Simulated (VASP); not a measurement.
# C (Fd-3m) in VASP: notebook

Runs on C. Level: PBE. Tasks: relaxation of cell and atoms.

All numbers are computed with VASP 6.6.1; they aren't measurements. Logs are shortened: lines on timing, memory, paths and dates and some standing lists are left out, and cuts for length are marked.

## 1. The crystal as given

Symmetry: Fd-3m, No. 227, cubic system. Conventional cell: a = 3.567 Å, b = 3.567 Å, c = 3.567 Å, α = 90.00°, β = 90.00°, γ = 90.00°. C (site symmetry -43m) is surrounded by 4 C at 1.54 Å.

This isn't the form of C at room conditions, which is graphite.

## 2. Relaxation of cell and atoms, PBE

Contents of INCAR:

```
SYSTEM = C
PREC = Accurate ; ENCUT = 520
EDIFF = 1E-7 ; ISMEAR = 0
SIGMA = 0.02 ; LREAL = .FALSE.
LASPH = .TRUE. ; NELM = 100
ALGO = Normal ; ISIF = 3
LWAVE = .FALSE. ; LCHARG = .FALSE.
GGA = PE ; IBRION = 2
NSW = 80 ; EDIFFG = -0.002
AMIX = 0.2
```

Contents of KPOINTS:

```
regular mesh
0
G
  14 14 14
  0 0 0
```

Contents of POSCAR:

```
C
1.0
    0.0000000000      1.7833700000      1.7833700000
    1.7833700000      0.0000000000      1.7833700000
    1.7833700000      1.7833700000      0.0000000000
C
2
Direct
    0.0000000000      0.0000000000      0.0000000000
    0.2500000000      0.2500000000      0.2500000000
```

Potentials or basis: VASP PAW PBE potentials, release 64 (C).

On the command line:

```
$ cat potpaw_PBE.64/C/POTCAR > POTCAR
$ mpirun -np 1 vasp_std > vasp.out
```

OUTCAR:

```text
SYSTEM = C
   PREC = Accurate
   ENCUT = 520
   EDIFF = 1E-7
   ISMEAR = 0
   LREAL = .FALSE.
   LASPH = .TRUE.
   NELM = 100
   ISIF = 3
   GGA = PE
   IBRION = 2
   NSW = 80
   EDIFFG = -0.002
   AMIX = 0.2

 ion  position               nearest neighbor table
   1  0.000  0.000  0.000-   2 1.54   2 1.54   2 1.54   2 1.54
   2  0.250  0.250  0.250-   1 1.54   1 1.54   1 1.54   1 1.54

  LATTYP: Found a face centered cubic cell.
 ALAT       =     3.5667400000

  Lattice vectors:

 A1 = (   0.0000000000,   1.7833700000,   1.7833700000)
 A2 = (   1.7833700000,   0.0000000000,   1.7833700000)
 A3 = (   1.7833700000,   1.7833700000,   0.0000000000)

Analysis of symmetry for initial positions (statically):
=====================================================================
 Subroutine PRICEL returns:
 Original cell was already a primitive cell.

 Routine SETGRP: Setting up the symmetry group for a
 face centered cubic supercell.

 Subroutine GETGRP returns: Found 48 space group operations
 (whereof 24 operations were pure point group operations)
 out of a pool of 48 trial point group operations.

The static configuration has the point symmetry T_d .
 The point group associated with its full space group is O_h .

Analysis of symmetry for dynamics (positions and initial velocities):
=====================================================================
 Subroutine PRICEL returns:
 Original cell was already a primitive cell.

 Routine SETGRP: Setting up the symmetry group for a
 face centered cubic supercell.

 Subroutine GETGRP returns: Found 48 space group operations
 (whereof 24 operations were pure point group operations)
 out of a pool of 48 trial point group operations.

The dynamic configuration has the point symmetry T_d .
 The point group associated with its full space group is O_h .

 Subroutine INISYM returns: Found 48 space group operations
 (whereof 24 operations are pure point group operations),
 and found     1 'primitive' translations

----------------------------------------------------------------------------------------

                                     Primitive cell

  volume of cell :      11.3437

  direct lattice vectors                    reciprocal lattice vectors
     0.000000000  1.783370000  1.783370000    -0.280368067  0.280368067  0.280368067
     1.783370000  0.000000000  1.783370000     0.280368067 -0.280368067  0.280368067
     1.783370000  1.783370000  0.000000000     0.280368067  0.280368067 -0.280368067

  length of vectors
     2.522066041  2.522066041  2.522066041     0.485611737  0.485611737  0.485611737

  position of ions in fractional coordinates (direct lattice)
     0.000000000  0.000000000  0.000000000
     0.250000000  0.250000000  0.250000000

  ion indices of the primitive-cell ions
   primitive index   ion index
                 1           1
                 2           2

----------------------------------------------------------------------------------------

 KPOINTS: regular mesh

Automatic generation of k-mesh.
 Grid dimensions read from file:
 generate k-points for:   14   14   14

 Generating k-lattice:

  Cartesian coordinates                     Fractional coordinates (reciprocal lattice)
    -0.020026291  0.020026291  0.020026291     0.071428571  0.000000000  0.000000000
     0.020026291 -0.020026291  0.020026291     0.000000000  0.071428571  0.000000000
     0.020026291  0.020026291 -0.020026291     0.000000000  0.000000000  0.071428571

  Length of vectors
     0.034686553  0.034686553  0.034686553

  Shift w.r.t. Gamma in fractional coordinates (k-lattice)
     0.000000000  0.000000000  0.000000000

 Subroutine IBZKPT returns following result:
 ===========================================

 Found    104 irreducible k-points:

 Following reciprocal coordinates:
            Coordinates               Weight
  0.000000  0.000000  0.000000      1.000000
  0.071429  0.000000  0.000000      8.000000
  0.142857  0.000000  0.000000      8.000000
  0.214286  0.000000  0.000000      8.000000
  0.285714  0.000000  0.000000      8.000000
  0.357143  0.000000  0.000000      8.000000
[... 16 lines left out ...]
  0.214286  0.142857  0.000000     24.000000
  0.285714  0.142857  0.000000     24.000000
 [... further k-points ...]
   k-points           NKPTS =    104   k-points in BZ     NKDIM =    104   number of bands    NBANDS=      8
   number of dos      NEDOS =    301   number of ions     NIONS =      2
   total plane-waves  NPLWV =   8000
   dimension x,y,z NGX =    20 NGY =   20 NGZ =   20
   dimension x,y,z NGXF=    40 NGYF=   40 NGZF=   40
   ions per type =               2
   NGX,Y,Z   is equivalent  to a cutoff of  13.18, 13.18, 13.18 a.u.
   NGXF,Y,Z  is equivalent  to a cutoff of  26.37, 26.37, 26.37 a.u.
 SYSTEM =  C
   PREC   = accura    normal or accurate (medium, high low for compatibility)
   ISTART =      0    job   : 0-new  1-cont  2-samecut
   ICHARG =      2    charge: 1-file 2-atom 10-const
   ISPIN  =      1    spin polarized calculation?
   LNONCOLLINEAR =      F non collinear calculations
   LSORBIT =      F    spin-orbit coupling
   LASPH  =      T    aspherical Exc in radial PAW
   ENCUT  =  520.0 eV  38.22 Ry    6.18 a.u.   4.69  4.69  4.69*2*pi/ulx,y,z
   NELM   =    100;   NELMIN=  2; NELMDL= -5     # of ELM steps
   EDIFF  = 0.1E-06   stopping-criterion for ELM
   LREAL  =      F    real-space projection
   EDIFFG = -.2E-02   stopping-criterion for IOM
   NSW    =     80    number of steps for IOM
   IBRION =      2    ionic relax: 0-MD 1-quasi-New 2-CG
   NFREE  =      1    steps in history (QN), initial steepest desc. (CG)
   ISIF   =      3    stress and relaxation
   ISYM   =      2    0-nonsym 1-usesym 2-fastsym
   POTIM  = 0.5000    time-step for ionic-motion
   TEBEG  =    0.0;   TEEND  =   0.0 temperature during run
   PSTRESS=    0.0 pullay stress
   NELECT =       8.0000    total number of electrons
   NUPDOWN=      -1.0000    fix difference up-down
   EMIN   =  10.00;   EMAX   =-10.00  energy-range for DOS
   EFERMI =   0.00;   METHOD = LEGACY
   ISMEAR =     0;   SIGMA  =   0.02  broadening in eV -4-tet -1-fermi 0-gaus
   EFERMI_NEDOS =   21; number of points for ismear=-14 and -15
   IALGO  =     38    algorithm
   IMIX   =      4    mixing-type and parameters
     AMIX     =   0.20;   BMIX     =  1.00
     AMIX_MAG =   0.80;   BMIX_MAG =  1.00
  volume/ion in A,a.u.               =       5.67        38.28
  Fermi-wavevector in a.u.,A,eV,Ry     =   1.457203  2.753714 28.891161  2.123440
  Thomas-Fermi vector in A             =   2.574032
   LORBIT       =      0    0 simple, 1 ext, 2 COOP (PROOUT), +10 PAW based schemes
   GGA     = PE    functional components
   LHFCALC =     F    Hartree Fock is set to
   AEXX    =    0.0000 exact exchange contribution
   IVDW    =     0    specifies the selected vdW correction
   LEPSILON=     F    determine dielectric tensor
   LRPA    =     F    only Hartree local field effects (RPA)
 conjugate gradient relaxation of ions
 non-spin polarized calculation
 Gauss-broadening in eV      SIGMA  =   0.02
  energy-cutoff  :      520.00
  volume of cell :       11.34
 maximum number of plane-waves:       316
   NGX =  9   NGY =  9   NGZ =  9

--------------------------------------- Ionic step        1  -------------------------------------------

 number of electron       7.9999999 magnetization

 Free energy of the ion-electron system (eV)
  ---------------------------------------------------
  ext. energy  EPLUGINS =         0.00000000
  ---------------------------------------------------
  free energy    TOTEN  =       -18.18526908 eV

  energy without entropy =      -18.18526908  energy(sigma->0) =      -18.18526908

------------------------ aborting loop because EDIFF is reached ----------------------------------------

  FORCE on cell =-STRESS in cart. coord.  units (eV):
  Direction    XX          YY          ZZ          XY          YZ          ZX
  --------------------------------------------------------------------------------------
  -------------------------------------------------------------------------------------
  Total        0.1739359      0.1739359      0.1739359     -0.0000000      0.0000000      0.0000000
  in kB       24.5666250     24.5666250     24.5666250     -0.0000000      0.0000000      0.0000000
  external PRESSURE =      24.5666250 kB  Pullay stress =       0.0000000 kB
[... 57 lines left out ...]
  energy  without entropy=      -18.1850147800  energy(sigma->0) =      -18.18501478

--------------------------------------- Ionic step        3  -------------------------------------------

 number of electron       7.9999999 magnetization

 Free energy of the ion-electron system (eV)
  ---------------------------------------------------
  ext. energy  EPLUGINS =         0.00000000
  ---------------------------------------------------
  free energy    TOTEN  =       -18.18575502 eV

  energy without entropy =      -18.18575502  energy(sigma->0) =      -18.18575502

 E-fermi :   9.8346     XC(G=0): -13.2227

 val. band max:        9.6488741316   @ k =   0.0000   0.0000   0.0000
 cond. band min:      13.7658970066   @ k =   0.3571   0.3571   0.0000
 fundamental gap:      4.1170228750
 Fermi energy:         9.8345675397

 k-point     1 :       0.0000    0.0000    0.0000
  band No.  band energies     occupation
      1     -11.7531      2.00000
      2       9.6489      2.00000
      3       9.6489      2.00000
      4       9.6489      2.00000
      5      15.2232      0.00000
      6      15.2232      0.00000
      7      15.2232      0.00000
      8      22.8526      0.00000
[... 243 lines left out ...]
 k-point    24 :       0.2857    0.1429    0.0000
  band No.  band energies     occupation
      1      -9.7092      2.00000
      2       3.6530      2.00000
      3       6.3503      2.00000
      4       7.0621      2.00000
      5      15.5450      0.00000
      6      19.5691      0.00000
      7      19.6804      0.00000
      8      21.9822      0.00000

 [... further k-points ...]

------------------------ aborting loop because EDIFF is reached ----------------------------------------

  FORCE on cell =-STRESS in cart. coord.  units (eV):
  Direction    XX          YY          ZZ          XY          YZ          ZX
  --------------------------------------------------------------------------------------
  -------------------------------------------------------------------------------------
  Total        0.0017787      0.0017787      0.0017787      0.0000000     -0.0000000      0.0000000
  in kB        0.2498213      0.2498213      0.2498213      0.0000000     -0.0000000      0.0000000
  external PRESSURE =       0.2498213 kB  Pullay stress =       0.0000000 kB
[... 17 lines left out ...]
  FREE ENERGIE OF THE ION-ELECTRON SYSTEM (eV)
  ---------------------------------------------------
  free  energy   TOTEN  =       -18.1857550176 eV

  energy  without entropy=      -18.1857550176  energy(sigma->0) =      -18.18575502

 reached required accuracy - stopping structural energy minimisation
```

Wall time 16 s (1 thread of AMD EPYC 7R13 (Zen 3), shared host); peak memory 0.08 GiB.

Results:

```yaml
Free_energy: -18.1858 eV
Relaxed_volume: 5.70 Å³/atom
Relaxed_cell: a = 2.527 Å, b = 2.527 Å, c = 2.527 Å, α = 60.00°, β = 60.00°, γ = 60.00°
Space_group_after_relaxing_to_0.05_Å: Fd-3m (No. 227)
Energy_gained_by_relaxing: 0.2 meV/atom
Ionic_steps: 3
Pressure_after_relaxing: 0.0 GPa
Band_gap_on_the_k_mesh: 4.12 eV, indirect (least direct gap 5.57 eV)
```

Step by step:
| step | energy change (eV) | largest force (eV/Å) | pressure (GPa) | volume (Å³) |
| --- | --- | --- | --- | --- |
| 1 | 0.0000 | 0.0000 | 2.46 | 11.34 |
| 2 | 0.0003 | 0.0000 | -2.96 | 11.49 |
| 3 | -0.0005 | 0.0000 | 0.02 | 11.41 |

Final structure:
```yaml
crystal:
  lattice:
    - [0.00000, 1.78671, 1.78671]
    - [1.78671, 0.00000, 1.78671]
    - [1.78671, 1.78671, 0.00000]
  atoms:
    - { symbol: C, position: [0.00000, 0.00000, 0.00000] }
    - { symbol: C, position: [0.25000, 0.25000, 0.25000] }
```

Levels at points of the mesh, in eV from the valence-band top:
| k point | band 1 | band 2 | band 3 | band 4 | band 5 | band 6 | band 7 | band 8 |
| --- | --- | --- | --- | --- | --- | --- | --- | --- |
| (0.00, 0.00, 0.00) | -21.40 | 0.00 | 0.00 | 0.00 | 5.57 | 5.57 | 5.57 | 13.20 |
| (0.50, 0.00, 0.00) | -15.66 | -13.31 | -2.79 | -2.79 | 8.44 | 8.44 | 8.77 | 15.65 |
| (0.50, 0.50, 0.00) | -12.72 | -12.72 | -6.26 | -6.26 | 4.75 | 4.75 | 16.72 | 16.72 |

A k mesh can miss the band edges. Zero-point motion and thermal expansion aren't in these numbers.

(Continued in part 2 of 2.)
